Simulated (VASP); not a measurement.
# NaH, self-consistent run: which settings are enough?

NaH, P4mm (no. 99), 2 atoms in the cell. LDA; PAW potentials Na_pv, H (LDA set). VASP 6.6.1. The cell is changed on purpose: last atom moved by 0.05 Å along z, cell strained by -1.0% along z.

Wanted: energy within 2 meV/atom; forces within 0.01 eV/Å.

What the run is for: forces; Accuracy asked: standard.

POSCAR:
```
NaH
1.0
    2.9551240000      0.0000000000      0.0000000000
    0.0000000000      2.9551240000      0.0000000000
    0.0000000000      0.0000000000      2.9255727600
Na H
1 1
Direct
    0.0000000000      0.0000000000      0.0000000000
    0.5000000000      0.5000000000      0.5169197600
```

The series start from Plane-wave cutoff (eV): 340; k-point mesh: 8 × 8 × 8; Precision mode (PREC): Accurate; Electronic threshold (eV): 1e-6; Bands in all (NBANDS): 14; Electronic algorithm: ALGO=Normal; Support grid and gradient cutoff: ADDGRID=False GGA_COMPAT=False; Density mixing: defaults. Each series keeps the choices made before it, and each single choice may use up half of a tolerance.

## Plane-wave cutoff (eV)

| Plane-wave cutoff (eV) | Energy less reference (meV/atom) | Forces, largest deviation (eV/Å) | SCF iterations | Time (s) |
|---|---|---|---|---|
| 210 | 90.3 | 0.003 | 11 | 2.9 |
| 260 | 12.4 | 0.000 | 11 | 3.5 |
| 300 | 5.5 | 0.001 | 11 | 5.3 |
| 340 | 3.6 | 0.001 | 11 | 5.8 |
| 390 | 2.2 | 0.000 | 11 | 6.2 |
| 460 | 0.6 | 0.000 | 11 | 6.3 |
| 550 | 0.1 | 0.000 | 11 | 7.0 |
| 690 (reference) | 0.0 | 0.000 | 11 | 14 |

Chosen: 460, the loosest value from which every tighter one stays within half of the tolerance.

## k-point mesh

| k-point mesh | Energy less reference (meV/atom) | Forces, largest deviation (eV/Å) | SCF iterations | Time (s) |
|---|---|---|---|---|
| 3 × 3 × 3 | -68.4 | 0.004 | 11 | 2.4 |
| 4 × 4 × 4 | 17.5 | 0.001 | 11 | 2.7 |
| 5 × 5 × 5 | -4.7 | 0.000 | 11 | 3.3 |
| 6 × 6 × 6 | 1.4 | 0.000 | 11 | 4.1 |
| 8 × 8 × 8 | 0.1 | 0.000 | 11 | 6.3 |
| 9 × 9 × 9 | -0.1 | 0.000 | 11 | 6.6 |
| 12 × 12 × 12 | 0.0 | 0.000 | 11 | 14 |
| 15 × 15 × 15 (reference) | 0.0 | 0.000 | 11 | 18 |

Chosen: 8 × 8 × 8.

## Precision mode (PREC)

| Precision mode (PREC) | Energy less reference (meV/atom) | Forces, largest deviation (eV/Å) | SCF iterations | Time (s) |
|---|---|---|---|---|
| Low | -1.3 | 0.002 | 11 | 3.8 |
| SingleN | -1.3 | 0.002 | 11 | 3.9 |
| Normal | 0.0 | 0.000 | 11 | 3.6 |
| Accurate (reference) | 0.0 | 0.000 | 11 | 6.3 |

Chosen: Normal.

## Electronic threshold (eV)

| Electronic threshold (eV) | Energy less reference (meV/atom) | Forces, largest deviation (eV/Å) | SCF iterations | Time (s) |
|---|---|---|---|---|
| 0.001 | -0.2 | 0.001 | 8 | 3.0 |
| 0.0001 | 0.0 | 0.000 | 10 | 3.5 |
| 1e-5 | 0.0 | 0.000 | 11 | 3.6 |
| 1e-6 | 0.0 | 0.000 | 11 | 3.6 |
| 1e-7 | 0.0 | 0.000 | 12 | 3.7 |
| 1e-8 (reference) | 0.0 | 0.000 | 12 | 4.1 |

Chosen: 0.001.

## Bands in all (NBANDS)

| Bands in all (NBANDS) | Energy less reference (meV/atom) | Forces, largest deviation (eV/Å) | SCF iterations | Time (s) |
|---|---|---|---|---|
| 5 | 0.0 | 0.000 | 8 | 1.8 |
| 6 | 0.0 | 0.000 | 8 | 2.1 |
| 8 | -0.1 | 0.000 | 8 | 2.4 |
| 10 | -0.1 | 0.000 | 8 | 2.7 |
| 14 | -0.1 | 0.000 | 8 | 3.0 |
| 24 (reference) | 0.0 | 0.000 | 8 | 4.3 |

Chosen: 5.

## Electronic algorithm

| Electronic algorithm | Energy less reference (meV/atom) | Forces, largest deviation (eV/Å) | SCF iterations | Time (s) |
|---|---|---|---|---|
| ALGO=Normal | 0.0 | 0.000 | 8 | 1.8 |
| ALGO=Fast | 0.1 | 0.000 | 10 | 2.6 |
| ALGO=VeryFast | 0.0 | 0.001 | 15 | 2.4 |
| ALGO=All ISEARCH=1 | 0.1 | 0.001 | 12 | 2.3 |
| ALGO=All ISEARCH=0 | 0.1 | 0.001 | 12 | 2.4 |
| ALGO=Damped TIME=0.4 | 0.2 | 0.001 | 13 | 2.3 |
| ALGO=Damped TIME=0.1 | 0.7 | 0.002 | 18 | 2.8 |

Chosen: ALGO=Normal; no other choice that stays within half of the tolerance saves 30 % of the time.

## Support grid and gradient cutoff

| Support grid and gradient cutoff | Energy less reference (meV/atom) | Forces, largest deviation (eV/Å) | SCF iterations | Time (s) |
|---|---|---|---|---|
| ADDGRID=False GGA_COMPAT=False | 0.0 | 0.000 | 8 | 1.8 |
| ADDGRID=True GGA_COMPAT=False | 0.0 | 0.000 | 8 | 2.2 |
| ADDGRID=False GGA_COMPAT=True | 0.0 | 0.000 | 8 | 2.0 |

Chosen: ADDGRID=False GGA_COMPAT=False.

## Density mixing

| Density mixing | Energy less reference (meV/atom) | Forces, largest deviation (eV/Å) | SCF iterations | Time (s) |
|---|---|---|---|---|
| defaults | 0.0 | 0.000 | 8 | 1.8 |
| BMIX=0.5 | 0.1 | 0.000 | 8 | 2.0 |
| AMIX=0.6 | 0.1 | 0.000 | 8 | 1.8 |
| BMIX=0.0001 | 0.1 | 0.001 | 8 | 2.2 |
| MAXMIX=-10 | 0.0 | 0.000 | 8 | 2.1 |
| WC=0 | 0.0 | 0.001 | 8 | 1.8 |
| AMIX=0.4 AMIN=0.6 IMIX=2 | -0.6 | 0.002 | 14 | 2.5 |

Chosen: defaults.

## All choices together

| Input | Energy less reference (meV/atom) | Forces, largest deviation (eV/Å) | Time (s) |
|---|---|---|---|
| the program's defaults (naive) | 8.3 | 0.001 | 1.6 |
| chosen settings | 0.7 | 0.001 | 1.8 |
| reference settings throughout | 0.0 | 0.000 | 122 |

The tolerance is met.

Values of the reference run: Forces: 0, 0, 0.01825, 0, 0, -0.01825 eV/Å.

## The input

INCAR:
```
GGA      = CA             # functional
ISMEAR   = 0              # smearing method
SIGMA    = 0.03           # smearing width, eV
LWAVE    = False          # write WAVECAR
LCHARG   = False          # write CHGCAR
ISIF     = 2              # what is computed and relaxed
PREC     = Normal         # precision mode
LASPH    = True           # aspherical terms in the spheres
LREAL    = False          # projectors in reciprocal space
ALGO     = Normal         # electronic algorithm
EDIFF    = 0.001          # SCF threshold, eV
NELM     = 120            # most SCF steps
GGA_COMPAT= False        
ENCUT    = 460            # plane-wave cutoff, eV
EFERMI   = MIDGAP       
NBANDS   = 5              # bands
ADDGRID  = False         
```

KPOINTS:
```
Automatic mesh
0
Gamma
  8 8 8
  0 0 0
```

Commands:
```
cat potpaw_LDA.64/Na_pv/POTCAR potpaw_LDA.64/H/POTCAR > POTCAR
mpirun -np 1 vasp_std > vasp.out
```

The chosen input took VASP 6.6.1 1.8 s on 1 core (Intel Xeon Platinum 8559C (Emerald Rapids)), a shared host.

## An input that fails: smearing far too wide

It runs to its end, but against the unchanged starting input it is off by 3.7 meV/atom in the energy, 0.001 eV/Å in the forces.

Changes against the starting input:
```
- SIGMA = 0.03
- NELM = 120
+ SIGMA = 1.0
+ NELM = 56
```
